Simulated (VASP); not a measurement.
# Ir in VASP: relaxation of the atoms with PBE

Aim: the relaxation of the atoms of Ir with PBE.

Everything below comes from runs of VASP 6.6.1. Logs are shortened: lines on timing, memory, paths and dates and some standing lists are left out, and cuts for length are marked.

**1. The slab as given**

The cell holds a slab with vacuum, 4 atoms: a = 2.719 Å, b = 2.719 Å, c = 27.556 Å, α = 90.00°, β = 90.00°, γ = 120.00°.

The cell was built by a generator and needn't be a form met in nature.

**2. Relaxation of the atoms, PBE**

Input file INCAR:

```
PREC = Accurate
ENCUT = 520
EDIFF = 1E-6
ISMEAR = 1
SIGMA = 0.1
LREAL = False
LASPH = True
NELM = 120
ALGO = Normal
ISIF = 2
LWAVE = False
LCHARG = False
LDIPOL = True
IDIPOL = 3
DIPOL = 0.5 0.5 0.500
GGA = PE
IBRION = 2
NSW = 90
EDIFFG = -0.02
KPAR = 2
```

Input file KPOINTS:

```
regular mesh
0
Gamma
  14 14 1
```

Input file POSCAR:

```
Ir
1.0
    2.7193470000      0.0000000000      0.0000000000
   -1.3596735000      2.3550235400      0.0000000000
    0.0000000000      0.0000000000     27.5564212900
Ir
4
Direct
    0.3333340000      0.6666660000      0.3773085900
    0.0000000000      1.0000000000      0.4591040900
    0.6666670000      0.3333330000      0.5408959100
    0.3333340000      0.6666660000      0.6226914100
```

Potentials or basis: VASP PAW PBE potentials, release 64 (Ir).

Launch:

```sh
$ cat potpaw_PBE.64/Ir/POTCAR > POTCAR
$ mpirun -np 2 vasp_std > vasp.out
```

OUTCAR:

```text
PREC = Accurate
   ENCUT = 520
   EDIFF = 1E-6
   ISMEAR = 1
   LREAL = False
   LASPH = True
   NELM = 120
   ISIF = 2
   GGA = PE
   IBRION = 2
   NSW = 90
   EDIFFG = -0.02

 ion  position               nearest neighbor table
   1  0.333  0.667  0.377-   2 2.75   2 2.75   2 2.75
   2  0.000  0.000  0.459-   3 2.75   3 2.75   3 2.75   1 2.75   1 2.75   1 2.75
   3  0.667  0.333  0.541-   2 2.75   2 2.75   2 2.75   4 2.75   4 2.75   4 2.75
   4  0.333  0.667  0.623-   3 2.75   3 2.75   3 2.75

  LATTYP: Found a hexagonal cell.
 ALAT       =     2.7193470000
 C/A-ratio  =    10.1334700169

  Lattice vectors:

 A1 = (   2.7193470000,   0.0000000000,   0.0000000000)
 A2 = (  -1.3596735000,   2.3550235400,   0.0000000000)
 A3 = (   0.0000000000,   0.0000000000,  27.5564212900)

Analysis of symmetry for initial positions (statically):
=====================================================================
 Subroutine PRICEL returns:
 Original cell was already a primitive cell.

 Routine SETGRP: Setting up the symmetry group for a
 hexagonal supercell.

 Subroutine GETGRP returns: Found 12 space group operations
 (whereof  6 operations were pure point group operations)
 out of a pool of 24 trial point group operations.

The static configuration has the point symmetry C_3v.
 The point group associated with its full space group is D_3d.

Analysis of symmetry for dynamics (positions and initial velocities):
=====================================================================
 Subroutine PRICEL returns:
 Original cell was already a primitive cell.

 Routine SETGRP: Setting up the symmetry group for a
 hexagonal supercell.

 Subroutine GETGRP returns: Found 12 space group operations
 (whereof  6 operations were pure point group operations)
 out of a pool of 24 trial point group operations.

The dynamic configuration has the point symmetry C_3v.
 The point group associated with its full space group is D_3d.

 Subroutine INISYM returns: Found 12 space group operations
 (whereof  6 operations are pure point group operations),
 and found     1 'primitive' translations

----------------------------------------------------------------------------------------

                                     Primitive cell

  volume of cell :     176.4748

  direct lattice vectors                    reciprocal lattice vectors
     2.719347000  0.000000000  0.000000000     0.367735342  0.212312103  0.000000000
    -1.359673500  2.355023540  0.000000000     0.000000000  0.424624206  0.000000000
     0.000000000  0.000000000 27.556421290     0.000000000  0.000000000  0.036289182

  length of vectors
     2.719347000  2.719346962 27.556421290     0.424624200  0.424624206  0.036289182

  position of ions in fractional coordinates (direct lattice)
     0.333334000  0.666666000  0.377308590
     0.000000000  0.000000000  0.459104090
     0.666667000  0.333333000  0.540895910
     0.333334000  0.666666000  0.622691410

  ion indices of the primitive-cell ions
   primitive index   ion index
                 1           1
                 2           2
                 3           3
                 4           4

----------------------------------------------------------------------------------------

 KPOINTS: regular mesh

Automatic generation of k-mesh.
 Grid dimensions read from file:
 generate k-points for:   14   14    1

 Generating k-lattice:

  Cartesian coordinates                     Fractional coordinates (reciprocal lattice)
     0.026266810  0.015165150  0.000000000     0.071428571 -0.000000000  0.000000000
     0.000000000  0.030330300  0.000000000     0.000000000  0.071428571  0.000000000
     0.000000000  0.000000000  0.036289182     0.000000000  0.000000000  1.000000000

  Length of vectors
     0.030330300  0.030330300  0.036289182

  Shift w.r.t. Gamma in fractional coordinates (k-lattice)
     0.000000000  0.000000000  0.000000000

 Subroutine IBZKPT returns following result:
 ===========================================

 Found     24 irreducible k-points:

 Following reciprocal coordinates:
            Coordinates               Weight
  0.000000  0.000000  0.000000      1.000000
  0.071429  0.000000  0.000000      6.000000
  0.142857  0.000000  0.000000      6.000000
  0.214286  0.000000  0.000000      6.000000
  0.285714  0.000000  0.000000      6.000000
  0.357143 -0.000000  0.000000      6.000000
[... 16 lines left out ...]
  0.285714  0.285714  0.000000      6.000000
  0.357143  0.285714  0.000000      6.000000
   k-points           NKPTS =     24   k-points in BZ     NKDIM =     24   number of bands    NBANDS=     22
   number of dos      NEDOS =    301   number of ions     NIONS =      4
   total plane-waves  NPLWV =  84000
   dimension x,y,z NGX =    20 NGY =   20 NGZ =  210
   dimension x,y,z NGXF=    40 NGYF=   40 NGZF=  420
   ions per type =               4
   NGX,Y,Z   is equivalent  to a cutoff of  12.23, 12.23, 12.67 a.u.
   NGXF,Y,Z  is equivalent  to a cutoff of  24.45, 24.45, 25.34 a.u.
 SYSTEM =  unknown system
   PREC   = accura    normal or accurate (medium, high low for compatibility)
   ISTART =      0    job   : 0-new  1-cont  2-samecut
   ICHARG =      2    charge: 1-file 2-atom 10-const
   ISPIN  =      1    spin polarized calculation?
   LNONCOLLINEAR =      F non collinear calculations
   LSORBIT =      F    spin-orbit coupling
   LASPH  =      T    aspherical Exc in radial PAW
   ENCUT  =  520.0 eV  38.22 Ry    6.18 a.u.   5.06  5.06 51.24*2*pi/ulx,y,z
   NELM   =    120;   NELMIN=  2; NELMDL= -5     # of ELM steps
   EDIFF  = 0.1E-05   stopping-criterion for ELM
   LREAL  =      F    real-space projection
   EDIFFG = -.2E-01   stopping-criterion for IOM
   NSW    =     90    number of steps for IOM
   IBRION =      2    ionic relax: 0-MD 1-quasi-New 2-CG
   NFREE  =      1    steps in history (QN), initial steepest desc. (CG)
   ISIF   =      2    stress and relaxation
   ISYM   =      2    0-nonsym 1-usesym 2-fastsym
   POTIM  = 0.5000    time-step for ionic-motion
   TEBEG  =    0.0;   TEEND  =   0.0 temperature during run
   PSTRESS=    0.0 pullay stress
   NELECT =      36.0000    total number of electrons
   NUPDOWN=      -1.0000    fix difference up-down
   EMIN   =  10.00;   EMAX   =-10.00  energy-range for DOS
   EFERMI =   0.00;   METHOD = LEGACY
   ISMEAR =     1;   SIGMA  =   0.10  broadening in eV -4-tet -1-fermi 0-gaus
   EFERMI_NEDOS =   21; number of points for ismear=-14 and -15
   IALGO  =     38    algorithm
   IMIX   =      4    mixing-type and parameters
     AMIX     =   0.40;   BMIX     =  1.00
     AMIX_MAG =   1.60;   BMIX_MAG =  1.00
  volume/ion in A,a.u.               =      44.12       297.73
  Fermi-wavevector in a.u.,A,eV,Ry     =   0.963714  1.821155 12.636334  0.928744
  Thomas-Fermi vector in A             =   2.093283
   LORBIT       =      0    0 simple, 1 ext, 2 COOP (PROOUT), +10 PAW based schemes
   GGA     = PE    functional components
   LHFCALC =     F    Hartree Fock is set to
   AEXX    =    0.0000 exact exchange contribution
   IVDW    =     0    specifies the selected vdW correction
   LEPSILON=     F    determine dielectric tensor
   LRPA    =     F    only Hartree local field effects (RPA)
 conjugate gradient relaxation of ions
 non-spin polarized calculation
 Methfessel and Paxton  Order N= 1 SIGMA  =   0.10
  energy-cutoff  :      520.00
  volume of cell :      176.47
 maximum number of plane-waves:      4797
   NGX = 11   NGY = 11   NGZ =103

 dipolmoment           0.000000      0.000000     -0.000000 electrons x Angstroem

--------------------------------------- Ionic step        1  -------------------------------------------

 number of electron      36.0000001 magnetization

 Free energy of the ion-electron system (eV)
  ---------------------------------------------------
  ext. energy  EPLUGINS =         0.00000000
  ---------------------------------------------------
  free energy    TOTEN  =       -33.58164677 eV

  energy without entropy =      -33.58241832  energy(sigma->0) =      -33.58190395

------------------------ aborting loop because EDIFF is reached ----------------------------------------

  FORCE on cell =-STRESS in cart. coord.  units (eV):
  Direction    XX          YY          ZZ          XY          YZ          ZX
  --------------------------------------------------------------------------------------
  -------------------------------------------------------------------------------------
  Total       -3.0640024     -3.0640023     -3.3057052      0.0000000      0.0000000      0.0000000
  in kB      -27.8174292    -27.8174281    -30.0117975      0.0000000      0.0000000      0.0000000
  external PRESSURE =     -28.5488849 kB  Pullay stress =       0.0000000 kB
[... 137 lines left out ...]
  energy  without entropy=      -33.6163407998  energy(sigma->0) =      -33.61532965

--------------------------------------- Ionic step        5  -------------------------------------------

 number of electron      36.0000002 magnetization

 dipolmoment           0.000000      0.000000      0.000000 electrons x Angstroem

 Free energy of the ion-electron system (eV)
  ---------------------------------------------------
  ext. energy  EPLUGINS =         0.00000000
  ---------------------------------------------------
  free energy    TOTEN  =       -33.61505117 eV

  energy without entropy =      -33.61647191  energy(sigma->0) =      -33.61552475

 E-fermi :  -0.4759     XC(G=0):  -5.2250

 val. band max:       -0.5411075665   @ k =   0.1429   0.0000   0.0000
 cond. band min:      -0.4692654312   @ k =   0.2143   0.0714   0.0000
 fundamental gap:      0.0718421353
 Fermi energy:        -0.4758909861

 k-point     1 :       0.0000    0.0000    0.0000
  band No.  band energies     occupation
      1     -10.9004      2.00000
      2      -9.4364      2.00000
      3      -8.2080      2.00000
      4      -8.1796      2.00000
      5      -4.4261      2.00000
      6      -4.2758      2.00000
[... 589 lines left out ...]
     21       4.8739      0.00000
     22       4.9526      0.00000

------------------------ aborting loop because EDIFF is reached ----------------------------------------

 vacuum level on the upper side and lower side of the slab       (xc-potential included)        -0.042        -0.042

  FORCE on cell =-STRESS in cart. coord.  units (eV):
  Direction    XX          YY          ZZ          XY          YZ          ZX
  --------------------------------------------------------------------------------------
  -------------------------------------------------------------------------------------
  Total       -1.9708562     -1.9708561     -0.0473235      0.0000000      0.0000000      0.0000000
  in kB      -17.8929858    -17.8929851     -0.4296402      0.0000000      0.0000000      0.0000000
  external PRESSURE =     -12.0718704 kB  Pullay stress =       0.0000000 kB

 VOLUME and BASIS-vectors are now :
 -----------------------------------------------------------------------------
  energy-cutoff  :      520.00
  volume of cell :      176.47
      direct lattice vectors                 reciprocal lattice vectors
     2.719347000  0.000000000  0.000000000     0.367735342  0.212312103  0.000000000
    -1.359673500  2.355023540  0.000000000     0.000000000  0.424624206  0.000000000
     0.000000000  0.000000000 27.556421290     0.000000000  0.000000000  0.036289182
[... 10 lines left out ...]
  FREE ENERGIE OF THE ION-ELECTRON SYSTEM (eV)
  ---------------------------------------------------
  free  energy   TOTEN  =       -33.6150511737 eV

  energy  without entropy=      -33.6164719062  energy(sigma->0) =      -33.61552475

 reached required accuracy - stopping structural energy minimisation

 vacuum level on the upper side and lower side of the slab         5.055         5.055
```

It took 99 s on 2 MPI ranks of Intel Xeon 6975P-C (Granite Rapids), shared host; peak memory 0.31 GiB.

Results:

| Quantity | Value |
| --- | --- |
| Free energy | -33.6151 eV |
| Energy gained by relaxing | 8.4 meV/atom |
| Ionic steps | 5 |
| Largest force after relaxing | 0.012 eV/Å |
| Band gap on the k mesh | none (metal or under the smearing width) |

Forces on the atoms (eV/Å):
```
Ir   0.000  0.000  0.012
Ir   0.000  0.000  0.003
Ir   0.000  0.000 -0.003
Ir   0.000  0.000 -0.012
```

Step by step:
```
step  energy change (eV)  largest force (eV/Å)  pressure (GPa)
   1              0.0000                0.4983           -2.85
   2             -0.0187                0.2803           -2.28
   3             -0.0255                0.3305           -1.66
   4             -0.0332                0.0509           -1.29
   5             -0.0334                0.0121           -1.21
```

Final structure:
```cif
data_structure
_symmetry_space_group_name_H-M 'P 1'
_symmetry_Int_Tables_number 1
_cell_length_a 2.7193
_cell_length_b 2.7193
_cell_length_c 27.5564
_cell_angle_alpha 90.000
_cell_angle_beta 90.000
_cell_angle_gamma 120.000
_cell_volume 176.47
loop_
_atom_site_label
_atom_site_type_symbol
_atom_site_fract_x
_atom_site_fract_y
_atom_site_fract_z
_atom_site_occupancy
Ir1 Ir 0.33333 0.66667 0.37968 1
Ir2 Ir 0.00000 0.00000 0.45972 1
Ir3 Ir 0.66667 0.33333 0.54028 1
Ir4 Ir 0.33333 0.66667 0.62032 1
```

Spin-orbit coupling is left out, which matters for the levels of Ir.
